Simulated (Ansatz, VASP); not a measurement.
# One calculation of As, two programs

Contents of INCAR:

```
SYSTEM = As
PREC = Accurate
ENCUT = 520
EDIFF = 1E-7
ISMEAR = -1
SIGMA = 0.03
LREAL = .False.
LASPH = .True.
NELM = 60
ALGO = Normal
ISIF = 2
LWAVE = .False.
LCHARG = .False.
GGA = PE
NBANDS = 8
```

KPOINTS

```
regular mesh
0
Gamma
  13 13 13
  0 0 0
```

POSCAR

```
As
1.0
    2.7473769336      0.0000000000      0.0000000000
    0.0000000000      2.7473769336      0.0000000000
    0.0000000000      0.0000000000      2.7473769336
As
1
Direct
    0.0000000000      0.0000000000      0.0000000000
```

Input for Ansatz:

```yaml
crystal:
  lattice:
    - [2.7473769336, 0.0, 0.0]
    - [0.0, 2.7473769336, 0.0]
    - [0.0, 0.0, 2.7473769336]
  atoms:
    - { symbol: As, position: [0.0, 0.0, 0.0] }
kpoints:
  mp_grid: { grid: [13, 13, 13] }
scf:
  occupations: { method: fermi_dirac, width: 0.03 }
hamiltonian:
  xc: pbe
  pseudopotentials: { kind: all_electron, lapw: { basis_error: 0.0005 } }
output:
  forces: true
  stress: true
  eigenvalues: true
```

Change from the starting cell: volume scaled by 1.02.

Alike in both runs: task single point; functional PBE; k mesh 13 × 13 × 13; occupations fermi-dirac, width 0.03 eV; no spin polarisation.

```csv
,VASP,Ansatz
version,VASP 6.6.1,Ansatz 0.2.0
potentials or method,"VASP PAW PBE potentials, release 64 (As)","all-electron LAPW, scalar-relativistic"
plane-wave cutoff (eV),520,see its input
```

|  | VASP | Ansatz | Ansatz less VASP |
| --- | --- | --- | --- |
| pressure (GPa) | -1.4 | -1.5 | -0.13 |

Ansatz ran all-electron here, so the differences hold the error of VASP's frozen core and of both bases.
